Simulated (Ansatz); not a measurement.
**ZnF$_{2}$: strain energy, fitted**

ZnF$_{2}$, P4_2/mnm, a = 4.703 Å, c = 3.127 Å. Ansatz: r2SCAN, PAW, 500 eV, Γ-centred 6×6×8 mesh on 6 atoms, Gaussian smearing 0.02 eV; no spin polarisation. Series: biaxial strain in the a-b plane, c and atoms relaxed; x is the strain in per cent. y is the free energy over the unstrained cell, V0 = 11.526 Å³/atom.

```tsv
x (%)	y (meV/atom)
-3.0	?
-2.0	4.41
-1.0	1.11
0.0	0.00
1.0	1.00
2.0	3.98
3.0	8.83
```

Task: Fit y = c2 x² + c3 x³ to the other rows, turn c2 into a modulus, and predict the missing energy.

Result: Least squares on the rows shown. y = 1.053 x² − 0.02441 x³. In eV per unit strain² c2 is 10.53; M is the biaxial modulus (E = M V0 ε²): 10.53 × 160.2 / (11.526) = 146 GPa. The unstrained cell keeps some stress along the strain, worth a slope of -0.03 meV/atom per %, which the form leaves out. At x = -3.0 the fit asked for gives 10.14 meV/atom. The run gave 9.99 meV/atom, so the fit is 0.15 meV/atom too high, 1.5 % of the span of the series, against an rms of 0.03 meV/atom on the fitted rows. The row lies outside the fitted range. With a term in x⁴ added, a fit to the same known rows predicts 10.28 meV/atom, further off still.